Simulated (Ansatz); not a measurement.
# SiC (Moissanite 6H) (P6_3mc) in Ansatz: a series of runs

Runs on SiC (Moissanite 6H). Level: PBE+D4. Tasks: single point, equation of state.

Program: Ansatz 0.2.0. These are calculated values, not measurements. Logs are shortened: lines on timing, memory, paths and dates and some standing lists are left out, and cuts for length are marked.

## 1. Starting point

The structure is hexagonal, space group P6_3mc (No. 186). The conventional cell has a = 3.095 Å, b = 3.095 Å, c = 15.170 Å, α = 90.00°, β = 90.00°, γ = 120.00°. Si (site symmetry 3m) is surrounded by 4 C at 1.90 Å. Around Si (site symmetry 3m) lie 4 C at 1.90 Å. Si (site symmetry 3m) has 4 C at 1.90 Å as nearest neighbours. C (site symmetry 3m) is surrounded by 4 Si at 1.90 Å. C (site symmetry 3m) has 4 Si at 1.90 Å as nearest neighbours. Around C (site symmetry 3m) lie 4 Si at 1.90 Å.

## 2. Single point, PBE+D4, 9.86 Å³/atom (volume scaled by 0.94)

input.yaml reads:

```yaml
crystal:
  lattice:
    - [3.0318190065, 0.0, 0.0]
    - [-1.5159095032, 2.6256322793, 0.0]
    - [0.0, 0.0, 14.8603212692]
  atoms:
    - { symbol: Si, position: [0.6666666667, 0.3333333333, 0.4583] }
    - { symbol: Si, position: [0.3333333333, 0.6666666667, 0.9583] }
    - { symbol: Si, position: [0.6666666667, 0.3333333333, 0.7917] }
    - { symbol: Si, position: [0.3333333333, 0.6666666667, 0.2917] }
    - { symbol: Si, position: [0.0, 0.0, 0.625] }
    - { symbol: Si, position: [0.0, 0.0, 0.125] }
    - { symbol: C, position: [0.6666666667, 0.3333333333, 0.3333] }
    - { symbol: C, position: [0.3333333333, 0.6666666667, 0.8333] }
    - { symbol: C, position: [0.6666666667, 0.3333333333, 0.6667] }
    - { symbol: C, position: [0.3333333333, 0.6666666667, 0.1667] }
    - { symbol: C, position: [0.0, 0.0, 0.5] }
    - { symbol: C, position: [0.0, 0.0, 0.0] }
hamiltonian:
  xc: pbe
  pseudopotentials: { kind: paw }
  dispersion: d4
kpoints:
  mp_grid: { grid: [10, 10, 2] }
scf:
  occupations: { method: fermi_dirac, width: 0.05 }
output:
  forces: true
  stress: true
  eigenvalues: true
```

Potentials or basis: Ansatz PAW.

Started as:

```
ansatz run input.yaml --threads 2 --pin off --max-ram 5120MiB --backend cpu --events-out ev --progress --plain --runs-dir out
```

Log:

```text
Warning: RAYON_NUM_THREADS=2 ignored (pool sized by the plan → 2); use --threads N
Engine: ansatz 0.2.0, x86_64-unknown-linux-gnu
Pseudopotentials: kind: paw
Pseudopotential: Si, paw, valence charge 4, recommended cutoff 420 eV (normal), Si.paw.azcp
Pseudopotential: C, paw, valence charge 4, recommended cutoff 420 eV (normal), C.paw.azcp
Functional definition: PBE
  parameter kappa = 0.804
  parameter beta = 0.06672455060314922
  exchange = pbe_x(kappa = kappa, mu = beta*pi^2/3)
  correlation = pbe_c(beta = beta)
Crystal: 12 atoms, lattice volume = 118.295 Å³
Basis set: ecut = 420 eV, 2293 PW (Γ), exchange–correlation on 48×48×200 points (8 copies of the dense FFT grid, shifted against one another)
Bands: 36, of which v1, the nominal top of the filled ones, is band 24 counted from 1 (23 counted from 0)
Symmetry: 12 space group operations
Space group: P63mc (ITA 186), of the structure as read, at distance tolerance 4.9e-5 Å
k-points: 28 of 200
Non-local potential: Si, projectors of the file, l = 0: 2, l = 1: 2, l = 2: 2
Non-local potential: C, projectors of the file, l = 0: 2, l = 1: 2, l = 2: 1
PAW form: soft (Blöchl's): semilocal exchange-correlation on the pseudo side does not see the compensation charge
PAW one-centre angular grid: Si, 110 points (default); XC on 64 Gauss nodes
PAW one-centre angular grid: C, 110 points (default); XC on 64 Gauss nodes
Initial density: superposition of atomic densities (neutral atoms: chi_scale 0, normalization atom), corrected by the library's trained network
Initial wavefunctions: pseudopotential atomic-orbital guess
Functional: x = pbe(κ = 0.804, μ = 0.2195149727645171), c = pbe(β = 0.06672455060314922)
SCF iter   1: F=—  HF=-5326.734881 eV  |F-HF|=—  |Δ(HF+E_count)|=         —  Δρ=2.34e-3  dr2=6.29e-3  ethr=1.77e-3  ⟨swp⟩=6.7  Hψ=5298  notcnv=0  defer=23
preconditioner: auto → none  [insulator: Δε(μ)=1.986 eV  Ē_g=12.299 eV  σ=0.050 eV  W_gap=1.00  n_scr=10 (ndim 8)  ℏωp=23.7 eV  f_vac=0.000  D(μ)=0.00/eV (n_scr^D=0)  ε∞_Penn≈4.7]
SCF iter   2: F=—  HF=-5326.734590 eV  |F-HF|=—  |Δ(HF+E_count)|=   2.92e-4  Δρ=7.52e-4  dr2=2.92e-4  ethr=1.31e-5  ⟨swp⟩=2.2  Hψ=1832  notcnv=0  defer=70
SCF iter   3: F=—  HF=-5326.734888 eV  |F-HF|=—  |Δ(HF+E_count)|=   2.98e-4  Δρ=2.80e-4  dr2=3.75e-5  ethr=6.08e-7  ⟨swp⟩=2.6  Hψ=1551  notcnv=0  defer=1
automatic band count: iteration 3 solves 32 bands in place of 36: the levels show a gap, and the empty bands left out lie too high to hold charge; the band table lists the bands solved (type scf.n_extra_bands for more)
SCF iter   4: F=—  HF=-5326.734929 eV  |F-HF|=—  |Δ(HF+E_count)|=   4.08e-5  Δρ=4.24e-5  dr2=5.51e-6  ethr=7.81e-8  ⟨swp⟩=2.0  Hψ=1499  notcnv=0  defer=1
SCF iter   5: F=—  HF=-5326.734928 eV  |F-HF|=—  |Δ(HF+E_count)|=   2.12e-7  Δρ=1.46e-5  dr2=1.48e-7  ethr=1.15e-8  ⟨swp⟩=2.0  Hψ=1284  notcnv=0  defer=1
SCF iter   6: F=-5326.734929 eV  HF=-5326.734929 eV  |F-HF|=1.44e-9  |Δ(HF+E_count)|=   2.32e-7  Δρ=2.61e-6  dr2=6.11e-9  ethr=2.08e-10  ⟨swp⟩=8.2  Hψ=3988  notcnv=0
SCF 1 converged in 6 iterations: F = -5326.734929 eV  dr2 = 6.11e-9
SCF converged after 6 iterations
Free energy (F): -5326.734929 eV
Harris-Foulkes:  -5326.734929 eV  (|F-HF|=1.44e-9)
Internal energy: -5326.734929 eV  (E = F + TS)
E sigma→0 (E₀):  -5326.734929 eV
Fermi energy:    11.154986 eV
--- Per-component energies (eV) ---
  E_band       = 195.751451
  E_kinetic    = 830.427993
  E_local      = -610.472222  (includes V_loc(G=0)·N_el)
  E_nonlocal   = 314.947387
  E_hartree    = 190.361653
  E_xc         = -638.360903
  E_vxc        = -663.163961  (∫ρ·V_xc dr)
  E_paw        = -3673.918696  (= ΣΔE_a)
  E_vpaw       = -56.710978  (= ΣTr[D̂ρ^β])
  E_aug_tail   = 0.000078  (compensation charges beyond the density's cutoff)
  E_ewald      = -1735.607807
  E_disp       = -4.112413  (pairwise vdW)
  E_smearing   = -0.000000  (= −TS)
  E_closure    = -0.000000  (closes the sum)
  Σ components = -5326.734929   (vs F -5326.734929, Δ=0.00e0)
--- Forces (eV/Å), atoms counted from 1 ---
  atom   1  Si    -0.00000000     0.00000000     0.06551651
  atom   2  Si     0.00000000    -0.00000000     0.06551651
  atom   3  Si     0.00000000    -0.00000000     0.03185618
  atom   4  Si    -0.00000000     0.00000000     0.03185618
  atom   5  Si     0.00000000     0.00000000     0.03853563
  atom   6  Si    -0.00000000     0.00000000     0.03853563
  atom   7  C      0.00000000    -0.00000000    -0.01773109
  atom   8  C     -0.00000000     0.00000000    -0.01773109
  atom   9  C     -0.00000000    -0.00000000     0.03430318
  atom  10  C      0.00000000     0.00000000     0.03430318
  atom  11  C      0.00000000    -0.00000000    -0.15249039
  atom  12  C     -0.00000000     0.00000000    -0.15249039
  max |Σ_I F_I| component: 2.00e-5 eV/Å
--- Stress (GPa, compression-positive) ---
       10.217414       0.000000       0.000000
        0.000000      10.217414      -0.000000
        0.000000       0.000000      11.044511
  P = ⅓ Tr σ = 10.4931 GPa (104.931 kbar)
--- Band table (eV; the first three rows and the last of 28) ---
  k-point 0: bands = ["-5.6976", "-5.1601", "-5.1115", "-3.5567", "-3.5224", "-1.9360", "1.2825", "3.7528", "3.7897", "7.6892", "7.7109", "8.9815", "8.9815", "9.1680", "9.1680", "9.2883", "9.2883", "9.7545", "9.7545", "9.8503", "9.8503", "10.1050", "10.1505", "10.1505", "15.7302", "15.8942", "16.3279", "16.8319", "16.9950", "17.2327", "17.3229", "17.3229"]
  k-point 1: bands = ["-5.5564", "-5.5564", "-4.4508", "-4.4508", "-2.5250", "-2.5250", "2.0968", "2.0968", "5.7222", "5.7222", "9.0414", "9.0414", "9.0414", "9.0414", "9.3749", "9.3749", "9.5014", "9.5014", "9.5014", "9.5014", "10.0537", "10.0537", "10.0537", "10.0537", "15.7954", "15.7954", "16.5537", "16.5537", "17.3003", "17.3003", "17.4169", "17.4169"]
  k-point 2: bands = ["-5.5174", "-4.9825", "-4.9333", "-3.3880", "-3.3531", "-1.7851", "1.4501", "3.8713", "3.9082", "7.5979", "7.6361", "8.0231", "8.3392", "8.4423", "8.6380", "8.8996", "8.9865", "9.1275", "9.2204", "9.5403", "9.6161", "9.6895", "9.9949", "10.0822", "15.8835", "16.1700", "16.2822", "16.8053", "17.0004", "17.1144", "17.4116", "17.4626"]
  k-point 27: bands = ["-1.3992", "-1.3992", "-0.8811", "-0.8811", "-0.5337", "-0.5337", "2.4570", "2.4570", "2.8122", "2.8122", "3.1863", "3.1863", "4.2310", "4.2310", "4.9343", "4.9343", "5.4084", "5.4084", "6.6902", "6.6902", "7.6577", "7.6577", "7.9134", "7.9134", "13.8672", "13.8672", "14.5222", "14.5222", "16.0630", "16.0630", "17.5507", "17.5507"]
```

Run time: 3.5 s. Hardware: 2 threads of Intel Xeon Platinum 8488C (Sapphire Rapids), shared host; peak memory 0.44 GiB.

Results:

- Free energy: -5326.7349 eV
- Pressure: 10.5 GPa
- Largest force: 0.152 eV/Å
- Band gap on the k mesh: 2.01 eV, indirect (least direct gap 3.12 eV)

## 3. Single point, PBE+D4, 10.07 Å³/atom (volume scaled by 0.96)

input.yaml, as its differences from that of step 2:

```diff
@@ -2,5 +2,5 @@
   lattice:
-    - [3.0318190065, 0.0, 0.0]
-    - [-1.5159095032, 2.6256322793, 0.0]
-    - [0.0, 0.0, 14.8603212692]
+    - [3.053170548, 0.0, 0.0]
+    - [-1.526585274, 2.6441232567, 0.0]
+    - [0.0, 0.0, 14.964974867]
   atoms:
@@ -30 +30,5 @@
   eigenvalues: true
+  write_density: true
+  write_potential: true
+  elf: true
+  volumetric_format: npy
```

Potentials or basis: Ansatz PAW.

Started as:

```
ansatz run input.yaml --threads 2 --pin off --max-ram 5120MiB --backend cpu --events-out ev --progress --plain --runs-dir out
```

Run time: 4.7 s. Hardware: 2 threads of Intel Xeon Platinum 8488C (Sapphire Rapids), shared host; peak memory 0.46 GiB.

Results (log left out):

```yaml
Free_energy: -5326.8575 eV
Pressure: 5.2 GPa
Largest_force: 0.149 eV/Å
Band_gap_on_the_k_mesh: 2.01 eV, indirect (least direct gap 3.12 eV)
```

## 4. Single point, PBE+D4, 10.28 Å³/atom (volume scaled by 0.98)

input.yaml, as its differences from that of step 3:

```diff
@@ -2,5 +2,5 @@
   lattice:
-    - [3.053170548, 0.0, 0.0]
-    - [-1.526585274, 2.6441232567, 0.0]
-    - [0.0, 0.0, 14.964974867]
+    - [3.074227562, 0.0, 0.0]
+    - [-1.537113781, 2.6623591657, 0.0]
+    - [0.0, 0.0, 15.0681848517]
   atoms:
@@ -30,5 +30 @@
   eigenvalues: true
-  write_density: true
-  write_potential: true
-  elf: true
-  volumetric_format: npy
```

Started as:

```
ansatz run input.yaml --threads 2 --pin off --max-ram 5120MiB --backend cpu --events-out ev --progress --plain --runs-dir out
```

It took 3.5 s on 2 threads of Intel Xeon Platinum 8488C (Sapphire Rapids), shared host; peak memory 0.45 GiB.

It converged, with:

```
Free energy            : -5326.9013 eV
Pressure               : 0.4 GPa
Largest force          : 0.145 eV/Å
Band gap on the k mesh : 2.02 eV, indirect (least direct gap 3.12 eV)
```

## 5. Single point, PBE+D4, 10.49 Å³/atom

input.yaml, as its differences from that of step 4:

```diff
@@ -2,5 +2,5 @@
   lattice:
-    - [3.074227562, 0.0, 0.0]
-    - [-1.537113781, 2.6623591657, 0.0]
-    - [0.0, 0.0, 15.0681848517]
+    - [3.095, 0.0, 0.0]
+    - [-1.5475, 2.6803486247, 0.0]
+    - [0.0, 0.0, 15.17]
   atoms:
```

Started as:

```
ansatz run input.yaml --threads 2 --pin off --max-ram 5120MiB --backend cpu --events-out ev --progress --plain --runs-dir out
```

Wall time 3.5 s (2 threads of Intel Xeon Platinum 8488C (Sapphire Rapids), shared host); peak memory 0.45 GiB.

The run converged. Its results:

* Free energy: -5326.8741 eV
* Pressure: -3.9 GPa
* Largest force: 0.142 eV/Å
* Band gap on the k mesh: 2.02 eV, indirect (least direct gap 3.12 eV)

## 6. Single point, PBE+D4, 10.70 Å³/atom (volume scaled by 1.02)

input.yaml, as its differences from that of step 5:

```diff
@@ -2,5 +2,5 @@
   lattice:
-    - [3.095, 0.0, 0.0]
-    - [-1.5475, 2.6803486247, 0.0]
-    - [0.0, 0.0, 15.17]
+    - [3.1154972861, 0.0, 0.0]
+    - [-1.557748643, 2.6980997952, 0.0]
+    - [0.0, 0.0, 15.270466504]
   atoms:
```

Potentials or basis: Ansatz PAW.

Started as:

```
ansatz run input.yaml --threads 2 --pin off --max-ram 5120MiB --backend cpu --events-out ev --progress --plain --runs-dir out
```

Run time: 3.6 s. Hardware: 2 threads of Intel Xeon Platinum 8488C (Sapphire Rapids), shared host; peak memory 0.45 GiB.

Results (log left out):

```yaml
Free_energy: -5326.7823 eV
Pressure: -7.7 GPa
Largest_force: 0.139 eV/Å
Band_gap_on_the_k_mesh: 2.03 eV, indirect (least direct gap 3.12 eV)
```

## 7. Single point, PBE+D4, 10.91 Å³/atom (volume scaled by 1.04)

input.yaml, as its differences from that of step 6:

```diff
@@ -2,5 +2,5 @@
   lattice:
-    - [3.1154972861, 0.0, 0.0]
-    - [-1.557748643, 2.6980997952, 0.0]
-    - [0.0, 0.0, 15.270466504]
+    - [3.1357283548, 0.0, 0.0]
+    - [-1.5678641774, 2.7156204146, 0.0]
+    - [0.0, 0.0, 15.369628156]
   atoms:
@@ -30 +30,5 @@
   eigenvalues: true
+  write_density: true
+  write_potential: true
+  elf: true
+  volumetric_format: npy
```

Started as:

```
ansatz run input.yaml --threads 2 --pin off --max-ram 5120MiB --backend cpu --events-out ev --progress --plain --runs-dir out
```

It took 4.8 s on 2 threads of Intel Xeon Platinum 8488C (Sapphire Rapids), shared host; peak memory 0.47 GiB.

It converged, with:

| Property | Result |
| --- | --- |
| Free energy | -5326.6327 eV |
| Pressure | -11.3 GPa |
| Largest force | 0.135 eV/Å |
| Band gap on the k mesh | 2.03 eV, indirect (least direct gap 3.11 eV) |

## 8. Single point, PBE+D4, 11.12 Å³/atom (volume scaled by 1.06)

input.yaml, as its differences from that of step 7:

```diff
@@ -2,5 +2,5 @@
   lattice:
-    - [3.1357283548, 0.0, 0.0]
-    - [-1.5678641774, 2.7156204146, 0.0]
-    - [0.0, 0.0, 15.369628156]
+    - [3.1557016854, 0.0, 0.0]
+    - [-1.5778508427, 2.7329178263, 0.0]
+    - [0.0, 0.0, 15.4675265161]
   atoms:
@@ -30,5 +30 @@
   eigenvalues: true
-  write_density: true
-  write_potential: true
-  elf: true
-  volumetric_format: npy
```

Started as:

```
ansatz run input.yaml --threads 2 --pin off --max-ram 5120MiB --backend cpu --events-out ev --progress --plain --runs-dir out
```

It took 3.7 s on 2 threads of Intel Xeon Platinum 8488C (Sapphire Rapids), shared host; peak memory 0.43 GiB.

The run converged. Its results:

```yaml
Free_energy: -5326.4306 eV
Pressure: -14.4 GPa
Largest_force: 0.133 eV/Å
Band_gap_on_the_k_mesh: 2.04 eV, indirect (least direct gap 3.11 eV)
```

## 9. Equation of state, PBE+D4

Potentials or basis: Ansatz PAW.

This step only gathers the single runs of the series.

What came out:

```
Equilibrium volume                        : 10.30 Å³/atom
Bulk modulus at fixed shape and positions : 220 GPa
Pressure derivative of the bulk modulus   : 4.0
```

Energy against volume, from the lowest point:
| volume (Å³/atom) | energy (meV/atom) |
| --- | --- |
| 9.858 | 13.86 |
| 10.068 | 3.65 |
| 10.277 | 0.00 |
| 10.487 | 2.27 |
| 10.697 | 9.91 |
| 10.907 | 22.38 |
| 11.116 | 39.23 |

Caveat: the cell was scaled at fixed shape and fractional positions, which overstates the stiffness of a crystal with free parameters, most of all of layers and chains.
